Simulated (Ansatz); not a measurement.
# ZnSe: a tetragonal deformation path

An exercise on one series of results from a longer session: the logs are not shown, and one member is left open.

Computed with Ansatz 0.2.0 (DFT PBE+D3(BJ), scalar-relativistic, plane waves, PAW, unless a step's input says otherwise).

**The system as given**

It takes space group P4/nmm (No. 129, tetragonal). Conventional cell: a = 4.108 Å, b = 4.108 Å, c = 6.070 Å, α = 90.00°, β = 90.00°, γ = 90.00°. Zn (site symmetry -4m2) has 4 Se at 2.54 Å and 4 Zn at 2.90 Å as nearest neighbours. Se (site symmetry 4mm) has 4 Zn at 2.54 Å as nearest neighbours.

Coordinates:

```
CELL_PARAMETERS angstrom
4.10770 0.00000 0.00000
0.00000 4.10770 0.00000
0.00000 0.00000 6.07035
ATOMIC_POSITIONS crystal
Zn 0.00000 0.00000 0.00000
Zn 0.50000 0.50000 0.00000
Se 0.00000 0.50000 0.24628
Se 0.50000 0.00000 0.75372
```

Source of the structure: the Materials Project (structure only).

Set-up of the first run:

input.yaml reads:

```yaml
crystal:
  lattice:
    - [4.107702, 0.0, 0.0]
    - [0.0, 4.107702, 0.0]
    - [0.0, 0.0, 6.07035]
  atoms:
    - { symbol: Zn, position: [0.0, 0.0, 0.0] }
    - { symbol: Zn, position: [0.5, 0.5, 0.0] }
    - { symbol: Se, position: [0.0, 0.5, 0.24628] }
    - { symbol: Se, position: [0.5, 0.0, 0.75372] }
basis:
  ecutwfc: 420
kpoints:
  mp_grid: { grid: [4, 4, 4] }
hamiltonian:
  xc: pbe
  dispersion: d3bj
scf:
  occupations: { method: gaussian, width: 0.1 }
output:
  forces: true
  stress: true
  eigenvalues: true
```

Among the steps run: Quick check of gap, pressure and forces; The reference: the undisturbed cell on the scan's mesh; ρ = 0.850; ρ = 1.200; At ρ = 0.920; Point ρ = 1.100; ρ = 0.960; ρ = 1.050; At ρ = 0.800; Point ρ = 1.300.

One of the session's tables, all rows but one given; the rest of the session is left out.

The scan, with free energies counted from the undisturbed cell:

| ρ | ΔE (meV/atom) | pressure (GPa) | gap on the mesh (eV) |
| --- | --- | --- | --- |
| 0.800 | 59.1 | -3.6 | 0.43 |
| 0.850 | 35.1 | -3.0 | 0.78 |
| 0.920 | 11.3 | -2.5 | 1.30 |
| 0.960 | 3.3 | -2.2 | 1.62 |
| 1.000 | 0.0 | -2.1 | 1.95 |
| 1.050 | ? | ? | ? |
| 1.100 | 14.4 | -1.8 | 1.84 |
| 1.200 | 64.8 | -1.7 | 1.63 |
| 1.300 | 152.7 | -1.6 | 1.30 |

Estimate the missing values for ρ = 1.050.

Worked estimate for «ΔE (meV/atom)». A straight line through the neighbours (1.000, 0.0) and (1.100, 14.4) gives 0.0 + (14.4 − 0.0) × (1.050 − 1.000) / (1.100 − 1.000) = 7.2; a parabola fitted to 4 rows on both sides gives 2.7.

As computed: ΔE (meV/atom): 3.0; pressure (GPa): -1.9; gap on the mesh (eV): 1.91. In «ΔE (meV/atom)» the line misses by +4.2 and the parabola by -0.3.
